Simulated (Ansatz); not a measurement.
Ge, DFT, PBE, all-electron LAPW, scalar-relativistic (Ansatz 0.2.0), run on 1 thread of Arm Neoverse V1 on a shared host.

The cell is the one relaxed in the Materials Project (mp-1007760), not relaxed further here; entries there can be hypothetical. The listed cell was then made from it by scaling, straining or moving an atom.

Command: `ansatz run input.yaml --threads 1 --pin off --max-ram 4096MiB --backend cpu --events-out ev --progress --plain --runs-dir out`

```yaml
crystal:
  lattice:
    - [4.0375617016, 0.0, 0.0]
    - [-2.0187808508, 3.4966310029, 0.0]
    - [0.0, 0.0, 6.59937795]
  atoms:
    - { symbol: Ge, position: [0.6666666667, 0.3333333333, 0.06290125] }
    - { symbol: Ge, position: [0.3333333333, 0.6666666667, 0.56290125] }
    - { symbol: Ge, position: [0.6666666667, 0.3333333333, 0.43709875] }
    - { symbol: Ge, position: [0.3333333333, 0.6666666667, 0.93709875] }
kpoints:
  mp_grid: { grid: [11, 11, 6] }
  band_path:
    path:
      - [0.0, 0.0, 0.0]
      - [0.5, 0.0, 0.0]
      - [0.3333333333, 0.3333333333, 0.0]
      - [0.0, 0.0, 0.0]
      - [0.0, 0.0, 0.5]
      - [0.5, 0.0, 0.5]
      - [0.3333333333, 0.3333333333, 0.5]
      - [0.0, 0.0, 0.5]
      - [0.5, 0.0, 0.5]
    npoints: 5
scf:
  occupations: { method: fermi_dirac, width: 0.05 }
hamiltonian:
  xc: pbe
  pseudopotentials: { kind: all_electron, lapw: { basis_error: 0.001 } }
output:
  forces: true
  stress: true
  eigenvalues: true
```

Problem. How large is the problem that the program sets up?

Solution. 64 irreducible k-points, 1129 plane waves at Γ, 53 bands.

Problem. Estimate the wall time and the peak memory.

Solution. 99 s of wall time for 7 SCF iterations, with a peak of 0.66 GiB. Times on shared machines scatter by tens of per cent.
